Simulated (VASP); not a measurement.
## GaAs: single point with PBEsol

**Experimental background.**

“Evidence of valence band perturbations in GaAsN/GaAs(001): A combined variable-angle spectroscopic ellipsometry and modulated photoreflectance investigation”, 2008, arxiv:0805.2212 reports, for a bulk crystal of GaAs at 300 K: band gap 1.412 ± 0.01 eV (direct).

The system is GaAs.

```
Ga As
1.0
     0.00000    2.83140    2.83140
     2.83140    0.00000    2.83140
     2.83140    2.83140    0.00000
Ga As
1 1
Direct
  0.00000 0.00000 0.00000
  0.75000 0.75000 0.75000
```

The cell is a database's computed one.

```yaml
Program: VASP 6.6.1
Task: single point
Functional: PBEsol
Potentials_or_basis: VASP PAW PBE potentials, release 64 (Ga_d, As)
Cutoff: 520 eV
k_mesh: 16 × 16 × 16
Occupations: gaussian, width 0.02 eV
Spin: no spin polarisation
```

```yaml
Pressure: 0.0 GPa
Band_gap_on_the_k_mesh: 0.42 eV, direct
```

Levels at points of the mesh, in eV from the valence-band top:
| k point | band 5 | band 6 | band 7 | band 8 | band 9 | band 10 | band 11 | band 12 | band 13 |
| --- | --- | --- | --- | --- | --- | --- | --- | --- | --- |
| (0.00, 0.00, 0.00) | -14.68 | -12.72 | 0.00 | 0.00 | 0.00 | 0.42 | 3.69 | 3.69 | 3.69 |
| (0.50, 0.00, 0.00) | -14.68 | -10.95 | -6.65 | -1.14 | -1.14 | 0.92 | 4.58 | 4.58 | 7.58 |
| (0.50, 0.50, 0.00) | -14.67 | -10.22 | -6.83 | -2.68 | -2.68 | 1.36 | 1.58 | 10.09 | 10.09 |

Run time: 44 s on 1 thread of Intel(R) Xeon(R) Platinum 8488C (Sapphire Rapids), with other jobs on the host, peak memory 0.24 GiB.

Measured gap of GaAs: 1.412 eV (direct; 300 K; “Evidence of valence band perturbations in GaAsN/GaAs(001): A combined variable-angle spectroscopic ellipsometry and modulated photoreflectance investigation”, 2008, arxiv:0805.2212). This calculation gives 0.42 eV (-0.99 eV). 3 values of this kind are on record (1.412 to 1.51 eV); this one was drawn at random among those near their median, those with a stated uncertainty first. Spin-orbit coupling on As, Ga is left out. The value is that of PBEsol on a finite k mesh, which can miss the band edges, without temperature or zero-point motion. Semilocal functionals fall short of measured gaps as a rule. The cell is a database's relaxed one, not the measured one, which moves gaps too.

Caveat: the PAW data sets were made with another functional, which shifts forces and pressure a little.
